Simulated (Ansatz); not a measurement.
**TiSi2: single point with PBEsol**

Crystal: TiSi2.

```
CELL_PARAMETERS angstrom
0.00000 4.11752 4.26290
2.38951 0.00000 4.26290
2.38951 4.11752 0.00000
ATOMIC_POSITIONS crystal
Ti 0.75000 0.75000 0.75000
Ti 0.50000 0.50000 0.50000
Si 0.41257 0.08743 0.41257
Si 0.08743 0.41257 0.08743
Si 0.16257 0.83743 0.16257
Si 0.83743 0.16257 0.83743
```

The cell is a database's computed one.

```yaml
Program: Ansatz 0.2.0
Task: single point
Functional: PBEsol
Potentials_or_basis: Ansatz PAW
Cutoff: "420 eV (not typed: the program's choice for these potentials)"
k_mesh: 7 × 7 × 7
Occupations: fermi-dirac, width 0.05 eV
Spin: no spin polarisation
```

- Pressure: -2.0 GPa
- Largest force: 0.048 eV/Å
- Band gap on the k mesh: none (metal or under the smearing width)

Forces on the atoms (eV/Å):
```
Ti   0.000  0.000  0.000
Ti   0.000  0.000  0.000
Si   0.000  0.048  0.000
Si   0.000 -0.048  0.000
Si   0.000  0.048  0.000
Si   0.000 -0.048  0.000
```

Stress tensor (GPa, compression positive):
```
-1.71  0.00  0.00
 0.00 -3.11  0.00
 0.00  0.00 -1.06
```

Levels at points of the mesh, in eV from the Fermi level:
| k point | band 18 | band 19 | band 20 | band 21 | band 22 | band 23 |
| --- | --- | --- | --- | --- | --- | --- |
| (0.00, 0.00, 0.00) | -2.05 | -1.77 | -1.35 | -0.93 | 2.08 | 3.14 |

It took 3.9 s on 2 threads of AMD EPYC 7R13 Processor (Zen 3) (shared host), peak memory 0.47 GiB.

Caveat: the PAW data sets come from PBE, with cores solved anew for the run's functional, which leaves a small shift of forces and pressure.
